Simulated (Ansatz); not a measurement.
# Stress against strain in BP

```
CELL_PARAMETERS angstrom
0.00000 2.26900 2.26900
2.26900 0.00000 2.26900
2.26900 2.26900 0.00000
ATOMIC_POSITIONS crystal
B 0.00000 0.00000 0.00000
P 0.75000 0.75000 0.75000
```

Atoms are numbered in the order listed.

Conventional cell: a = 4.538 Å, b = 4.538 Å, c = 4.538 Å, α = 90.00°, β = 90.00°, γ = 90.00°. B (atom 1) has 4 P at 1.97 Å as nearest neighbours. P (atom 2) has 4 B at 1.97 Å as nearest neighbours.

The cell is COD entry 9008835, as deposited and not checked against the literature; nothing was relaxed.

Computed with Ansatz 0.2.0, DFT, PBE, all-electron LAPW, scalar-relativistic.

Sampling and basis: a Γ-centred 15×15×15 k mesh, Fermi–Dirac smearing of 0.05 eV, basis error target 1 meV/atom, no spin polarisation.

The strain is applied along the Cartesian axes of the cell as listed (the other components stay zero). Fractional coordinates are held (clamped ions).

σ is the change of stress from the unstrained cell, which is at 1.09 GPa; tension is positive, so slopes are stress–strain coefficients at that pressure.

Only quantities that a quadratic follows smoothly over the whole series are listed; rougher ones are left out.

| εzz | σzz (GPa) | σxx (GPa) |
| --- | --- | --- |
| -0.0300 | -10.67 | -2.67 |
| -0.0200 | -7.04 | -1.69 |
| 0.0000 | 0.00 | 0.00 |
| 0.0100 | 3.41 | 0.73 |
| 0.0200 | 6.74 | 1.39 |
| 0.0300 | 10.00 | 1.97 |

(1) Fit the series and read off the stiffness at zero strain.

(2) One run, at εzz = -0.0100, is withheld. Predict its row.

## Answers

(1) Least-squares fits y = p0 + p1 x + p2 x² to the rows give σzz (GPa): p1 = 345, p2 = -370; σxx (GPa): p1 = 77.2, p2 = -390. So C11 = 345 GPa and C12 = 77 GPa, which gives B = (C11 + 2 C12)/3 = 166 GPa.

(2) The fits give -3.48, -0.81; the run gave -3.48, -0.81.
